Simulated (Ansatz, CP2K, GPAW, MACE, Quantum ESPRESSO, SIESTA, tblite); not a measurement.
# Which run comes nearest? Generalised stacking fault on (110) of a KCl-RbCl solid solution (80 atoms)

The cell holds 80 atoms: 13 Rb, 40 Cl and 27 K. Its edges and angles: a = 7.339 Å, b = 10.379 Å, c = 26.265 Å, α = 90.0°, β = 82.6°, γ = 90.0°. CsCl-type KCl lattice (a = 3.6697 Å, the value set for the mixture), cell with z along [110], 2 x 2 x 5 periods; the third cell vector is tilted by 0.917 of [001] and lengthened by 0.1 Å, so the cell holds one fault; displaced by a Gaussian of 0.01 Å; 13 of 40 K sites given to Rb at random (lattice constant by Vegard's rule between KCl and RbCl). Then every atom was moved at random, 0.02 Å r.m.s. a Cartesian component.

Geometry: as built.

The reference, a calculation:

```
method                                           : Kohn-Sham DFT, PBE, SSSP efficiency 1.3.0 pseudopotentials, plane waves (Quantum ESPRESSO 7.5); sssp-pbe-1.3.0-efficiency, cutoffs 45/360 Ry, Γ point
r.m.s. force component                           : 0.1126 eV/Å
longest force                                    : 0.3886 eV/Å
pressure                                         : 5.378 GPa
gap (highest filled to lowest empty level) : 5.531 eV
time                                             : 7.2 min on 4 MPI ranks of Arm Neoverse V2, shared host
CPU time                                         : 29 min
```

Q: Estimate the differences from the reference, the CPU time and the memory of each run.
- MACE MP-0b3 medium potential (MACE MP-0b3 medium; 1 thread)
- CP2K PBE, TZVP-UZH, 600/50 Ry, diagonalisation (CP2K 2026.2; 4 MPI ranks)
- GPAW PBE, LCAO dzp, h 0.2 Å (GPAW 26.7.0; 1 thread)
- CP2K PBE, SZV-MOLOPT-SR, 600/50 Ry, diagonalisation (CP2K 2026.2; 1 thread)
- GPAW RPBE, LCAO dzp, h 0.2 Å (GPAW 26.7.0; 1 thread)
- MACE MPA-0 medium potential (MACE MPA-0 medium; 1 thread)
- tblite IPEA1-xTB (tblite 0.8.0; 1 thread)
- SIESTA PBE, SZP, shift 0.01 Ry, mesh 300 Ry (SIESTA 5.4.2; 1 thread)
- CP2K PBE, DZVP-MOLOPT-SR, 420/50 Ry, diagonalisation (CP2K 2026.2; 2 threads)
- CP2K PBE, DZVP-MOLOPT-SR, 600/50 Ry, diagonalisation (CP2K 2026.2; 4 MPI ranks)

Differences are against the plane-wave reference, forces as r.m.s. over components; share is that over the reference's r.m.s. force, slope the least-squares factor from reference forces to these. Total energies of different programs have different zeros and aren't compared.

```csv
run,"Δ force, r.m.s. (meV/Å)",share (%),slope,Δ pressure (GPa),Δ gap (eV),cores,CPU time,memory (GiB)
reference,-,-,-,-,-,4,29 min,5.0
MACE MP-0b3 medium potential,14.7,13.1,1.105,-0.480,-,1,6.6 s,0.77
"CP2K PBE, TZVP-UZH, 600/50 Ry, diagonalisation",10.2,9.10,1.088,0.360,-0.0221,4,12 min,7.5
"GPAW PBE, LCAO dzp, h 0.2 Å",42.1,37.3,1.008,-,-0.187,1,7.5 min,2.5
"CP2K PBE, SZV-MOLOPT-SR, 600/50 Ry, diagonalisation (coarse)",49.1,43.6,1.412,3.54,-0.859,1,6.7 min,5.1
"GPAW RPBE, LCAO dzp, h 0.2 Å",39.0,34.6,1.074,-,0.124,1,7.5 min,2.5
MACE MPA-0 medium potential,9.17,8.15,1.035,-0.623,-,1,7.3 s,0.77
tblite IPEA1-xTB,246,218,1.004,-3.21,-,1,3.5 s,0.14
"SIESTA PBE, SZP, shift 0.01 Ry, mesh 300 Ry (coarse)",64.3,57.1,0.992,0.147,-0.152,1,3.3 min,1.4
"CP2K PBE, DZVP-MOLOPT-SR, 420/50 Ry, diagonalisation (coarse)",8.29,7.36,1.070,0.372,0.007,2,10 min,3.0
"CP2K PBE, DZVP-MOLOPT-SR, 600/50 Ry, diagonalisation",8.18,7.26,1.069,0.371,0.007,4,11 min,7.1
```

Rows marked coarse were listed beforehand as settings not expected to be converged; some can still land near the reference.

Times of the machine-learned potentials are mostly Python's start and the loading of weights.

CPU time is summed over cores on a shared host, where runs went side by side, so it is rough. Symmetry, cutoffs, thresholds, outputs and thread counts weren't matched or tuned between programs; memory under MPI is the largest rank's times the ranks.

The PBE runs in local orbitals, coarse settings apart, differ by 7.3 % (CP2K PBE, DZVP-MOLOPT-SR, 600/50 Ry, diagonalisation) to 37 % (GPAW PBE, LCAO dzp, h 0.2 Å); basis, grid and potentials can all enter. Tight binding differs by 218 % (tblite IPEA1-xTB); it is another model, with fitted parameters of its own, and the xTB methods hold dispersion. Machine-learned potentials differ by 8.1 % (MACE MPA-0 medium potential) to 13 % (MACE MP-0b3 medium potential); they were trained on other programs' data. Rows with another functional or a dispersion term differ by 35 % (GPAW RPBE, LCAO dzp, h 0.2 Å), which mixes the change of model with differences of basis and potentials. Periodic xTB results under one method name differ between programs and library versions. Machine-learned potentials mimic data converged in k, so the reference's own k-point error enters their differences. The electronic-structure runs sample only Γ, in a cell whose shortest periodic width is 7 Å.

[Logs are printed without paths, hosts, clocks, repeated set-up lines and the standing remarks that a program may print on its own settings, such as how far it seeks lower states.]

[Hosts, paths, dates, database ids (printed as entryN), source tags and the programs' standing remarks are cut or masked in the printed files.]
